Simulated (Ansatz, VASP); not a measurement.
## KF in VASP and in Ansatz

Contents of INCAR:

```
PREC = Accurate
ENCUT = 520
EDIFF = 1E-6
ISMEAR = 0
SIGMA = 0.05
LREAL = False
LASPH = True
NELM = 60
ALGO = Normal
ISIF = 2
LWAVE = False
LCHARG = False
GGA = CA
NBANDS = 15
```

File KPOINTS:

```
Automatic mesh
0
Gamma
  8 8 8
```

File POSCAR:

```
KF
1.0
    0.0000000000      2.6066625000      2.6066625000
    2.6066625000      0.0000000000      2.6066625000
    2.6066625000      2.6066625000      0.0000000000
K F
1 1
Direct
    0.0000000000      0.0000000000      0.0000000000
    0.5000000000      0.5000000000      0.5000000000
```

Input for Ansatz:

```yaml
crystal:
  lattice:
    - [0.0, 2.6066625, 2.6066625]
    - [2.6066625, 0.0, 2.6066625]
    - [2.6066625, 2.6066625, 0.0]
  atoms:
    - { symbol: K, position: [0.0, 0.0, 0.0] }
    - { symbol: F, position: [0.5, 0.5, 0.5] }
basis:
  ecutwfc: 420
kpoints:
  mp_grid: { grid: [8, 8, 8] }
hamiltonian:
  xc: lda
scf:
  occupations: { method: gaussian, width: 0.05 }
output:
  forces: true
  stress: true
  eigenvalues: true
```

Change from the starting cell: strain -0.025 along x and y, -0.025 along z, atoms carried along.

Alike in both runs: task single point; functional LDA; k mesh 8 × 8 × 8; occupations gaussian, width 0.05 eV; no spin polarisation.

|  | VASP | Ansatz |
| --- | --- | --- |
| version | VASP 6.6.1 | Ansatz 0.2.0 |
| potentials or method | VASP PAW LDA potentials, release 64 (K_sv, F) | scalar-relativistic, plane waves, PAW |
| plane-wave cutoff (eV) | 520 | 420 |
| valence electrons in the cell | 16 | 16 |

```csv
,VASP,Ansatz,Ansatz less VASP
gap on the k mesh at the Fermi level (eV),6.18,6.20,+0.019
least direct gap on the mesh (eV),6.18,6.20,+0.019
pressure (GPa),-1.0,-1.2,-0.20
```

A k mesh can miss the band edges.
